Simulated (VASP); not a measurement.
# ZnSe (Pm-3m) in VASP: notebook

One crystal, ZnSe, is run at these levels: r2SCAN+rVV10, r2SCAN; tasks: single point.

Program: VASP 6.6.1. These are calculated values, not measurements. Logs are shortened: lines on timing, memory, paths and dates and some standing lists are left out, and cuts for length are marked.

## 1. Starting point

It takes space group Pm-3m (No. 221, cubic). Conventional cell: a = 3.325 Å, b = 3.325 Å, c = 3.325 Å, α = 90.00°, β = 90.00°, γ = 90.00°. Zn (site symmetry m-3m) is surrounded by 8 Se at 2.88 Å. Se (site symmetry m-3m) has 8 Zn at 2.88 Å as nearest neighbours.

The cell was built by a generator and needn't be a form met in nature.

## 2. Single point, r2SCAN+rVV10

Input file POSCAR:

```
ZnSe
1.0
    3.3251530459      0.0000000000      0.0000000000
    0.0000000000      3.3251530459      0.0000000000
    0.0000000000      0.0000000000      3.3251530459
Zn Se
1 1
Direct
    0.0000000000      0.0000000000      0.0000000000
    0.5000000000      0.5000000000      0.5000000000
```

Input file INCAR.step1:

```
SYSTEM = ZnSe
  PREC = Accurate
  ENCUT = 520
  ISMEAR = -1
  SIGMA = 0.02
  LREAL = .FALSE.
  LASPH = .TRUE.
  NELM = 80
  NBANDS = 16
  GGA = PE
  ALGO = Normal
  EDIFF = 1E-4
  LWAVE = .TRUE.
  LCHARG = .FALSE.
```

Input file INCAR.step2:

```
SYSTEM = ZnSe
  PREC = Accurate
  ENCUT = 520
  EDIFF = 1E-6
  ISMEAR = -1
  SIGMA = 0.02
  LREAL = .FALSE.
  LASPH = .TRUE.
  NELM = 80
  ALGO = Normal
  ISIF = 2
  LWAVE = .FALSE.
  LCHARG = .FALSE.
  METAGGA = R2SCAN
  LMIXTAU = .TRUE.
  LUSE_VDW = .TRUE.
  IVDW_NL = 2
  BPARAM = 11.95
  CPARAM = 0.0093
  NBANDS = 16
  ISTART = 1
```

Input file KPOINTS:

```
regular mesh
0
G
  6 6 6
  0 0 0
```

Potentials or basis: VASP PAW PBE potentials, release 64 (Zn, Se).

Launch:

```bash
cat potpaw_PBE.64/Zn/POTCAR potpaw_PBE.64/Se/POTCAR > POTCAR
cp INCAR.step1 INCAR
mpirun -np 1 vasp_std > vasp.out
cp INCAR.step2 INCAR
mpirun -np 1 vasp_std > vasp.out
```

OUTCAR:

```text
SYSTEM = ZnSe
   PREC = Accurate
   ENCUT = 520
   EDIFF = 1E-6
   ISMEAR = -1
   LREAL = .FALSE.
   LASPH = .TRUE.
   NELM = 80
   ISIF = 2
   METAGGA = R2SCAN
   IVDW_NL = 2
   BPARAM = 11.95
   ISTART = 1

 ion  position               nearest neighbor table
   1  0.000  0.000  0.000-   2 2.88   2 2.88   2 2.88   2 2.88   2 2.88   2 2.88   2 2.88   2 2.88

   2  0.500  0.500  0.500-   1 2.88   1 2.88   1 2.88   1 2.88   1 2.88   1 2.88   1 2.88   1 2.88

  LATTYP: Found a simple cubic cell.
 ALAT       =     3.3251530459

  Lattice vectors:

 A1 = (   3.3251530459,   0.0000000000,   0.0000000000)
 A2 = (   0.0000000000,   3.3251530459,   0.0000000000)
 A3 = (   0.0000000000,   0.0000000000,   3.3251530459)

Analysis of symmetry for initial positions (statically):
=====================================================================
 Subroutine PRICEL returns:
 Original cell was already a primitive cell.

 Routine SETGRP: Setting up the symmetry group for a
 simple cubic supercell.

 Subroutine GETGRP returns: Found 48 space group operations
 (whereof 48 operations were pure point group operations)
 out of a pool of 48 trial point group operations.

The static configuration has the point symmetry O_h .

Analysis of symmetry for dynamics (positions and initial velocities):
=====================================================================
 Subroutine PRICEL returns:
 Original cell was already a primitive cell.

 Routine SETGRP: Setting up the symmetry group for a
 simple cubic supercell.

 Subroutine GETGRP returns: Found 48 space group operations
 (whereof 48 operations were pure point group operations)
 out of a pool of 48 trial point group operations.

The dynamic configuration has the point symmetry O_h .

 Subroutine INISYM returns: Found 48 space group operations
 (whereof 48 operations are pure point group operations),
 and found     1 'primitive' translations

----------------------------------------------------------------------------------------

                                     Primitive cell

  volume of cell :      36.7650

  direct lattice vectors                    reciprocal lattice vectors
     3.325153046  0.000000000  0.000000000     0.300738037  0.000000000  0.000000000
     0.000000000  3.325153046  0.000000000     0.000000000  0.300738037  0.000000000
     0.000000000  0.000000000  3.325153046     0.000000000  0.000000000  0.300738037

  length of vectors
     3.325153046  3.325153046  3.325153046     0.300738037  0.300738037  0.300738037

  position of ions in fractional coordinates (direct lattice)
     0.000000000  0.000000000  0.000000000
     0.500000000  0.500000000  0.500000000

  ion indices of the primitive-cell ions
   primitive index   ion index
                 1           1
                 2           2

----------------------------------------------------------------------------------------

 KPOINTS: regular mesh

Automatic generation of k-mesh.
 Grid dimensions read from file:
 generate k-points for:    6    6    6

 Generating k-lattice:

  Cartesian coordinates                     Fractional coordinates (reciprocal lattice)
     0.050123006  0.000000000  0.000000000     0.166666667  0.000000000  0.000000000
     0.000000000  0.050123006  0.000000000     0.000000000  0.166666667  0.000000000
     0.000000000  0.000000000  0.050123006     0.000000000  0.000000000  0.166666667

  Length of vectors
     0.050123006  0.050123006  0.050123006

  Shift w.r.t. Gamma in fractional coordinates (k-lattice)
     0.000000000  0.000000000  0.000000000

 Subroutine IBZKPT returns following result:
 ===========================================

 Found     20 irreducible k-points:

 Following reciprocal coordinates:
            Coordinates               Weight
  0.000000  0.000000  0.000000      1.000000
  0.166667  0.000000  0.000000      6.000000
  0.333333  0.000000  0.000000      6.000000
  0.500000  0.000000  0.000000      3.000000
  0.166667  0.166667  0.000000     12.000000
  0.333333  0.166667  0.000000     24.000000
[... 12 lines left out ...]
  0.500000  0.500000  0.333333      6.000000
  0.500000  0.500000  0.500000      1.000000
   k-points           NKPTS =     20   k-points in BZ     NKDIM =     20   number of bands    NBANDS=     16
   number of dos      NEDOS =    301   number of ions     NIONS =      2
   total plane-waves  NPLWV =  21952
   dimension x,y,z NGX =    28 NGY =   28 NGZ =   28
   dimension x,y,z NGXF=    56 NGYF=   56 NGZF=   56
   ions per type =               1   1
   NGX,Y,Z   is equivalent  to a cutoff of  14.00, 14.00, 14.00 a.u.
   NGXF,Y,Z  is equivalent  to a cutoff of  28.00, 28.00, 28.00 a.u.
 SYSTEM =  ZnSe
   PREC   = accura    normal or accurate (medium, high low for compatibility)
   ISTART =      1    job   : 0-new  1-cont  2-samecut
   ICHARG =      0    charge: 1-file 2-atom 10-const
   ISPIN  =      1    spin polarized calculation?
   LNONCOLLINEAR =      F non collinear calculations
   LSORBIT =      F    spin-orbit coupling
   LASPH  =      T    aspherical Exc in radial PAW
   ENCUT  =  520.0 eV  38.22 Ry    6.18 a.u.   6.18  6.18  6.18*2*pi/ulx,y,z
   NELM   =     80;   NELMIN=  2; NELMDL=  0     # of ELM steps
   EDIFF  = 0.1E-05   stopping-criterion for ELM
   LREAL  =      F    real-space projection
   EDIFFG = 0.1E-04   stopping-criterion for IOM
   NSW    =      0    number of steps for IOM
   IBRION =     -1    ionic relax: 0-MD 1-quasi-New 2-CG
   NFREE  =      0    steps in history (QN), initial steepest desc. (CG)
   ISIF   =      2    stress and relaxation
   ISYM   =      2    0-nonsym 1-usesym 2-fastsym
   POTIM  = 0.5000    time-step for ionic-motion
   TEBEG  =    0.0;   TEEND  =   0.0 temperature during run
   PSTRESS=    0.0 pullay stress
   NELECT =      18.0000    total number of electrons
   NUPDOWN=      -1.0000    fix difference up-down
   EMIN   =  10.00;   EMAX   =-10.00  energy-range for DOS
   EFERMI =   0.00;   METHOD = LEGACY
   ISMEAR =    -1;   SIGMA  =   0.02  broadening in eV -4-tet -1-fermi 0-gaus
   EFERMI_NEDOS =   21; number of points for ismear=-14 and -15
   IALGO  =     38    algorithm
   IMIX   =      4    mixing-type and parameters
     AMIX     =   0.40;   BMIX     =  1.00
     AMIX_MAG =   1.60;   BMIX_MAG =  1.00
  volume/ion in A,a.u.               =      18.38       124.05
  Fermi-wavevector in a.u.,A,eV,Ry     =   1.290290  2.438295 22.651639  1.664849
  Thomas-Fermi vector in A             =   2.422131
   LORBIT       =      0    0 simple, 1 ext, 2 COOP (PROOUT), +10 PAW based schemes
   METAGGA = R2SCAN    functional components
   LHFCALC =     F    Hartree Fock is set to
   AEXX    =    0.0000 exact exchange contribution
   IVDW_NL    =     2    kernel type
   BPARAM     =11.9500
   IVDW    =     0    specifies the selected vdW correction
   LEPSILON=     F    determine dielectric tensor
   LRPA    =     F    only Hartree local field effects (RPA)
 non-spin polarized calculation
  energy-cutoff  :      520.00
  volume of cell :       36.77
 maximum number of plane-waves:      1021
 NGX is ok and might be reduce to    28

 number of electron      17.9999997 magnetization

 Free energy of the ion-electron system (eV)
  ---------------------------------------------------
  ext. energy  EPLUGINS =         0.00000000
  ---------------------------------------------------
  free energy    TOTEN  =       -22.48987913 eV

  energy without entropy =      -22.48622206  energy(sigma->0) =      -22.48805059

 E-fermi :   3.8570     XC(G=0): -11.4300

 val. band max:        3.8263483635   @ k =   0.3333   0.1667   0.0000
 cond. band min:       4.1057068158   @ k =   0.5000   0.0000   0.0000
 fundamental gap:      0.2793584524
 Fermi energy:         3.8569998980

 k-point     1 :       0.0000    0.0000    0.0000
  band No.  band energies     occupation
      1     -11.2779      2.00000
      2      -3.4696      2.00000
      3      -3.4696      2.00000
      4      -3.1885      2.00000
      5      -3.1885      2.00000
      6      -3.1885      2.00000
[... 8 lines left out ...]
     15      15.8868      0.00000
     16      20.0492      0.00000

 k-point     2 :       0.1667    0.0000    0.0000
  band No.  band energies     occupation
      1     -11.0230      2.00000
      2      -3.4584      2.00000
      3      -3.4549      2.00000
      4      -3.2376      2.00000
      5      -3.2376      2.00000
      6      -3.1850      2.00000
[... 8 lines left out ...]
     15      14.8617      0.00000
     16      19.7078      0.00000

 k-point     3 :       0.3333    0.0000    0.0000
  band No.  band energies     occupation
      1     -10.4007      2.00000
      2      -3.6441      2.00000
      3      -3.4359      2.00000
      4      -3.3297      2.00000
      5      -3.3297      2.00000
      6      -3.1781      2.00000
[... 8 lines left out ...]
     15      16.6698      0.00000
     16      17.6960      0.00000

 k-point     4 :       0.5000    0.0000    0.0000
  band No.  band energies     occupation
      1      -9.9962      2.00000
      2      -4.1350      2.00000
      3      -3.4247      2.00000
      4      -3.3731      2.00000
      5      -3.3731      2.00000
      6      -3.1747      2.00000
[... 8 lines left out ...]
     15      15.2374      0.00000
     16      21.1208      0.00000
[... 248 lines left out ...]
 k-point    18 :       0.5000    0.3333    0.3333
  band No.  band energies     occupation
      1      -8.6537      2.00000
      2      -3.6668      2.00000
      3      -3.6355      2.00000
      4      -3.3036      2.00000
      5      -3.1726      2.00000
      6      -3.1164      2.00000
[... 8 lines left out ...]
     15      19.6003      0.00000
     16      21.3269      0.00000

 k-point    19 :       0.5000    0.5000    0.3333
  band No.  band energies     occupation
      1      -8.3544      2.00000
      2      -3.6984      2.00000
      3      -3.6984      2.00000
      4      -3.5142      2.00000
      5      -3.1423      2.00000
      6      -3.0685      2.00000
[... 8 lines left out ...]
     15      22.6166      0.00000
     16      22.6166      0.00000

 k-point    20 :       0.5000    0.5000    0.5000
  band No.  band energies     occupation
      1      -8.0291      2.00000
      2      -3.7886      2.00000
      3      -3.7886      2.00000
      4      -3.7886      2.00000
      5      -3.0671      2.00000
      6      -3.0671      2.00000
[... 8 lines left out ...]
     15      24.4981      0.00000
     16      24.4981      0.00000

------------------------ aborting loop because EDIFF is reached ----------------------------------------

  FORCE on cell =-STRESS in cart. coord.  units (eV):
  Direction    XX          YY          ZZ          XY          YZ          ZX
  --------------------------------------------------------------------------------------
  -------------------------------------------------------------------------------------
  Total       -0.2635913     -0.2635913     -0.2635913      0.0000000      0.0000000     -0.0000000
  in kB      -11.4870024    -11.4870024    -11.4870024      0.0000000      0.0000000     -0.0000000
  external PRESSURE =     -11.4870024 kB  Pullay stress =       0.0000000 kB

 VOLUME and BASIS-vectors are now :
 -----------------------------------------------------------------------------
  energy-cutoff  :      520.00
  volume of cell :       36.77
      direct lattice vectors                 reciprocal lattice vectors
     3.325153046  0.000000000  0.000000000     0.300738037  0.000000000  0.000000000
     0.000000000  3.325153046  0.000000000     0.000000000  0.300738037  0.000000000
     0.000000000  0.000000000  3.325153046     0.000000000  0.000000000  0.300738037

 POSITION                                       TOTAL-FORCE (eV/Angst)
 -----------------------------------------------------------------------------------
      0.00000      0.00000      0.00000         0.000000      0.000000      0.000000
      1.66258      1.66258      1.66258         0.000000      0.000000      0.000000
 -----------------------------------------------------------------------------------
    total drift:                               -0.000000      0.000000     -0.000000

  FREE ENERGIE OF THE ION-ELECTRON SYSTEM (eV)
  ---------------------------------------------------
  free  energy   TOTEN  =       -22.4898791313 eV

  energy  without entropy=      -22.4862220570  energy(sigma->0) =      -22.48805059
```

It took 56 s on 1 thread of Intel Xeon Platinum 8488C (Sapphire Rapids), shared host; peak memory 0.25 GiB.

What came out:

```yaml
Free_energy: -22.4899 eV
Pressure: -1.1 GPa
Band_gap_on_the_k_mesh: none (metal or under the smearing width)
```

Caveat: the PAW data sets were made with another functional, which shifts forces and pressure a little.

## 3. Single point, r2SCAN

POSCAR is that of step 2.

Input file INCAR.step1:

```
ALGO = Normal ; EDIFF = 1E-4
ENCUT = 520 ; GGA = PE
ISMEAR = -1 ; LASPH = True
LCHARG = False ; LREAL = False
LWAVE = True ; NBANDS = 16
NELM = 100 ; PREC = Accurate
SIGMA = 0.02
```

Input file INCAR.step2:

```
ALGO = Normal ; EDIFF = 1E-7
ENCUT = 520 ; ISIF = 2
ISMEAR = -1 ; ISTART = 1
LASPH = True ; LCHARG = False
LMIXTAU = True ; LREAL = False
LWAVE = False ; METAGGA = R2SCAN
NBANDS = 16 ; NELM = 100
PREC = Accurate ; SIGMA = 0.02
```

Input file KPOINTS:

```
k-points
0
Gamma
  6 6 6
```

Potentials or basis: VASP PAW PBE potentials, release 64 (Zn, Se).

Launch:

```bash
cat potpaw_PBE.64/Zn/POTCAR potpaw_PBE.64/Se/POTCAR > POTCAR
cp INCAR.step1 INCAR
mpirun -np 1 vasp_std > vasp.out
cp INCAR.step2 INCAR
mpirun -np 1 vasp_std > vasp.out
```

OUTCAR:

```text
EDIFF = 1E-7
   ENCUT = 520
   ISIF = 2
   ISMEAR = -1
   ISTART = 1
   LASPH = True
   LREAL = False
   METAGGA = R2SCAN
   NELM = 100
   PREC = Accurate

 ion  position               nearest neighbor table
   1  0.000  0.000  0.000-   2 2.88   2 2.88   2 2.88   2 2.88   2 2.88   2 2.88   2 2.88   2 2.88

   2  0.500  0.500  0.500-   1 2.88   1 2.88   1 2.88   1 2.88   1 2.88   1 2.88   1 2.88   1 2.88

  LATTYP: Found a simple cubic cell.
 ALAT       =     3.3251530459

  Lattice vectors:

 A1 = (   3.3251530459,   0.0000000000,   0.0000000000)
 A2 = (   0.0000000000,   3.3251530459,   0.0000000000)
 A3 = (   0.0000000000,   0.0000000000,   3.3251530459)

Analysis of symmetry for initial positions (statically):
=====================================================================
 Subroutine PRICEL returns:
 Original cell was already a primitive cell.

 Routine SETGRP: Setting up the symmetry group for a
 simple cubic supercell.

 Subroutine GETGRP returns: Found 48 space group operations
 (whereof 48 operations were pure point group operations)
[... 157 lines left out ...]

  energy without entropy =      -22.93368822  energy(sigma->0) =      -22.93553448

 E-fermi :   3.8715     XC(G=0): -11.4015

 val. band max:        3.8368701354   @ k =   0.3333   0.1667   0.0000
 cond. band min:       4.1148253681   @ k =   0.5000   0.0000   0.0000
 fundamental gap:      0.2779552327
 Fermi energy:         3.8714875955

 k-point     1 :       0.0000    0.0000    0.0000
  band No.  band energies     occupation
      1     -11.2607      2.00000
      2      -3.4880      2.00000
      3      -3.4880      2.00000
      4      -3.2091      2.00000
      5      -3.2091      2.00000
      6      -3.2091      2.00000
[... 357 lines left out ...]
      3      -3.8017      2.00000
      4      -3.8017      2.00000
      5      -3.0884      2.00000
      6      -3.0884      2.00000
[... 8 lines left out ...]
     15      24.5274      0.00000
     16      24.5274      0.00000

------------------------ aborting loop because EDIFF is reached ----------------------------------------

  FORCE on cell =-STRESS in cart. coord.  units (eV):
  Direction    XX          YY          ZZ          XY          YZ          ZX
  --------------------------------------------------------------------------------------
  -------------------------------------------------------------------------------------
  Total       -0.0353672     -0.0353672     -0.0353672      0.0000000      0.0000000     -0.0000000
  in kB       -1.5412628     -1.5412628     -1.5412628      0.0000000      0.0000000     -0.0000000
  external PRESSURE =      -1.5412628 kB  Pullay stress =       0.0000000 kB

 VOLUME and BASIS-vectors are now :
 -----------------------------------------------------------------------------
  energy-cutoff  :      520.00
  volume of cell :       36.77
      direct lattice vectors                 reciprocal lattice vectors
     3.325153046  0.000000000  0.000000000     0.300738037  0.000000000  0.000000000
     0.000000000  3.325153046  0.000000000     0.000000000  0.300738037  0.000000000
     0.000000000  0.000000000  3.325153046     0.000000000  0.000000000  0.300738037

 POSITION                                       TOTAL-FORCE (eV/Angst)
 -----------------------------------------------------------------------------------
      0.00000      0.00000      0.00000         0.000000      0.000000      0.000000
      1.66258      1.66258      1.66258         0.000000      0.000000      0.000000
 -----------------------------------------------------------------------------------
    total drift:                               -0.000000      0.000000     -0.000000

  FREE ENERGIE OF THE ION-ELECTRON SYSTEM (eV)
  ---------------------------------------------------
  free  energy   TOTEN  =       -22.9373807403 eV

  energy  without entropy=      -22.9336882164  energy(sigma->0) =      -22.93553448
```

Run time: 49 s. Hardware: 1 thread of Intel Xeon Platinum 8488C (Sapphire Rapids), shared host; peak memory 0.16 GiB.

What came out:

| Property | Result |
| --- | --- |
| Free energy | -22.9374 eV |
| Pressure | -0.2 GPa |
| Band gap on the k mesh | none (metal or under the smearing width) |

Caveat: the PAW data sets were made with another functional, which shifts forces and pressure a little.
